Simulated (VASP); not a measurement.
Here is a VASP 6.6.1 calculation.

Contents of POSCAR:

```
BaO
1.0
    0.0000000000      2.7500000000      2.7500000000
    2.7500000000      0.0000000000      2.7500000000
    2.7500000000      2.7500000000      0.0000000000
Ba O
1 1
Direct
    0.0000000000      0.0000000000      0.0000000000
    0.5000000000      0.5000000000      0.5000000000
```

File INCAR.step1:

```
ALGO = Normal
EDIFF = 1E-5
ENCUT = 520
GGA = PE
ISIF = 2
ISMEAR = 0
KPAR = 4
LASPH = True
LCHARG = False
LREAL = False
LWAVE = True
NBANDS = 15
NELM = 100
PREC = Accurate
SIGMA = 0.02
```

The input INCAR.step2:

```
ALGO = Normal
EDIFF = 1E-6
ENCUT = 520
GGA = PE
HFSCREEN = 0.2
ISIF = 2
ISMEAR = 0
ISTART = 1
KPAR = 4
LASPH = True
LCHARG = False
LHFCALC = True
LREAL = False
LWAVE = False
NBANDS = 15
NELM = 100
PREC = Accurate
PRECFOCK = Fast
SIGMA = 0.02
```

File KPOINTS:

```
k-points
0
Gamma
  6 6 6
```

KPOINTS_OPT

```
path GXWKGLUWLK,UX
10
line-mode
reciprocal
 0.0000000000  0.0000000000  0.0000000000  G
 0.5000000000  0.0000000000  0.5000000000  X

 0.5000000000  0.0000000000  0.5000000000  X
 0.5000000000  0.2500000000  0.7500000000  W

 0.5000000000  0.2500000000  0.7500000000  W
 0.3750000000  0.3750000000  0.7500000000  K

 0.3750000000  0.3750000000  0.7500000000  K
 0.0000000000  0.0000000000  0.0000000000  G

 0.0000000000  0.0000000000  0.0000000000  G
 0.5000000000  0.5000000000  0.5000000000  L

 0.5000000000  0.5000000000  0.5000000000  L
 0.6250000000  0.2500000000  0.6250000000  U

 0.6250000000  0.2500000000  0.6250000000  U
 0.5000000000  0.2500000000  0.7500000000  W

 0.5000000000  0.2500000000  0.7500000000  W
 0.5000000000  0.5000000000  0.5000000000  L

 0.5000000000  0.5000000000  0.5000000000  L
 0.3750000000  0.3750000000  0.7500000000  K

 0.6250000000  0.2500000000  0.6250000000  U
 0.5000000000  0.0000000000  0.5000000000  X
```

Potentials or basis: VASP PAW PBE potentials, release 64 (Ba_sv, O).

Run with:

```bash
$ cat potpaw_PBE.64/Ba_sv/POTCAR potpaw_PBE.64/O/POTCAR > POTCAR
$ cp INCAR.step1 INCAR
$ mpirun -np 4 vasp_std > vasp.out
$ cp INCAR.step2 INCAR
$ mpirun -np 4 vasp_std > vasp.out
```

Predict the band gap on the k mesh.

3.19 eV, direct.

Estimate the band gap along the path.

3.19 eV, direct.

Estimate the pressure.

3.1 GPa.

Levels at the corners of the path, in eV from the valence-band top:
```tsv
point	band 5	band 6	band 7	band 8	band 9	band 10	band 11	band 12
Γ	-10.79	-0.46	-0.46	-0.46	4.99	6.11	6.11	6.11
X	-11.46	-0.22	-0.22	0.00	3.19	7.58	10.63	11.13
X	-11.46	-0.22	-0.22	0.00	3.19	7.58	10.63	11.13
W	-10.87	-1.54	-0.23	-0.23	6.02	6.02	8.49	11.62
W	-10.87	-1.54	-0.23	-0.23	6.02	6.02	8.49	11.62
K	-11.27	-1.04	-0.87	-0.16	4.73	8.14	8.66	10.35
K	-11.27	-1.04	-0.87	-0.16	4.73	8.14	8.66	10.35
Γ	-10.79	-0.46	-0.46	-0.46	4.99	6.11	6.11	6.11
Γ	-10.79	-0.46	-0.46	-0.46	4.99	6.11	6.11	6.11
L	-10.91	-2.19	-1.71	-1.71	6.40	8.84	8.84	9.73
L	-10.91	-2.19	-1.71	-1.71	6.40	8.84	8.84	9.73
U	-11.27	-1.04	-0.87	-0.16	4.73	8.14	8.66	10.35
U	-11.27	-1.04	-0.87	-0.16	4.73	8.14	8.66	10.35
W	-10.87	-1.54	-0.23	-0.23	6.02	6.02	8.49	11.62
W	-10.87	-1.54	-0.23	-0.23	6.02	6.02	8.49	11.62
L	-10.91	-2.19	-1.71	-1.71	6.40	8.84	8.84	9.73
L	-10.91	-2.19	-1.71	-1.71	6.40	8.84	8.84	9.73
K	-11.27	-1.04	-0.87	-0.16	4.73	8.14	8.66	10.35
U	-11.27	-1.04	-0.87	-0.16	4.73	8.14	8.66	10.35
X	-11.46	-0.22	-0.22	0.00	3.19	7.58	10.63	11.13
```

Caveat: the PAW data sets were made with another functional, which shifts forces and pressure a little; spin-orbit coupling is left out, which moves the levels of the heavy elements.
